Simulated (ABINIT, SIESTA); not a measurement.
Given: the input of a run of SIESTA 5.4.2 on Zr (Zirconium). Atoms were shifted at random by some hundredths of an Å from the given cell, which wasn't relaxed again for these runs. 

Zr.fdf

```
SystemName                      Zirconium
SystemLabel                     Zr
NumberOfSpecies                 1
NumberOfAtoms                   2
%block ChemicalSpeciesLabel
  1  40 Zr
%endblock ChemicalSpeciesLabel

LatticeConstant                 1.0 Ang
%block LatticeVectors
     3.2320000000     0.0000000000     0.0000000000
    -1.6160000000     2.7989941050     0.0000000000
     0.0000000000     0.0000000000     5.1470000000
%endblock LatticeVectors
AtomicCoordinatesFormat         Fractional
%block AtomicCoordinatesAndAtomicSpecies
     0.6621390000     0.3386440000     0.7491820000  1  Zr
     0.3471260000     0.6825800000     0.2445790000  1  Zr
%endblock AtomicCoordinatesAndAtomicSpecies

%block kgrid.MonkhorstPack
    9   0   0  0.0
    0   9   0  0.0
    0   0   5  0.0
%endblock kgrid.MonkhorstPack
XC.Functional                   GGA
XC.Authors                      PBEsol
PAO.BasisSize                   DZP
PAO.EnergyShift                 0.003 Ry
Mesh.Cutoff                     800 Ry
OccupationFunction              FD
ElectronicTemperature           0.05 eV
MaxSCFIterations                120
SCF.MustConverge                false
SCF.Mixer.Method                Pulay
SCF.Mixer.Weight                0.25
SCF.Mixer.History               8
SCF.DM.Tolerance                5.0e-05
SCF.H.Tolerance                 1.0e-03 eV
WriteForces                     true
Charge.Mulliken                 end
%block PAO.Basis
  Zr 5
  n=4 0 2
    3.497 0.000
  n=5 0 2
    8.986 0.000
  n=4 1 2
    4.065 0.000
  n=5 1 1
    8.986
  n=4 2 2
    7.326 0.000
%endblock PAO.Basis
```

Potentials or basis: PseudoDojo 0.4 standard (PBEsol files), converted to PSML, two zetas on semicore shells, DZP (energy shift 0.003 Ry; two zetas on semicore shells).

Command:

```console
$ siesta < Zr.fdf > Zr.out 2>&1
```

Problem. What does the same run look like in ABINIT 10.8.3 (patched build)? Potentials or basis there: PseudoDojo NC SR PBEsol v0.4.1 standard, cutoff 898 eV.

Solution. As run (cutoffs and basis follow the program's own potentials, and thresholds, step limits or extra output files can differ):

Contents of run.abi:

```
# Pseudopotentials
pp_dirpath "./"
pseudos "Zr.upf"

# Structure
acell 3*1.0
rprim
     6.1075948348     0.0000000000     0.0000000000
    -3.0537974174     5.2893322829     0.0000000000
     0.0000000000     0.0000000000     9.7264203634
ntypat 1
znucl 40
natom 2
typat 1 1
xred
     0.6621390000     0.3386440000     0.7491820000
     0.3471260000     0.6825800000     0.2445790000
chkprim 0
chksymtnons 0
tolsym 1.0e-6

# Plane-wave basis
ecut 33.0

# k points
kptopt 1
ngkpt 9 9 5
nshiftk 1
shiftk 0.0 0.0 0.0

# Exchange and correlation
ixc -116133

# Bands and occupations
nband 16
occopt 3
tsmear 0.05 eV

# SCF cycle
nstep 100
tolvrs 1.0e-10

# Output
iomode 3
prtwf 0
prtden 0
prteig 0
prtebands 0
```

Potentials or basis: PseudoDojo NC SR PBEsol v0.4.1 standard.

Run with:

```bash
$ abinit run.abi > log 2>&1
```

Both were run:

|  | SIESTA | ABINIT |
| --- | --- | --- |
| Pressure | -2.5 GPa | -3.2 GPa |
| Largest force | 0.121 eV/Å | 0.097 eV/Å |
| Energy over the undisturbed cell | 1.2 meV/atom | 1.0 meV/atom |

Pressure is positive in compression.
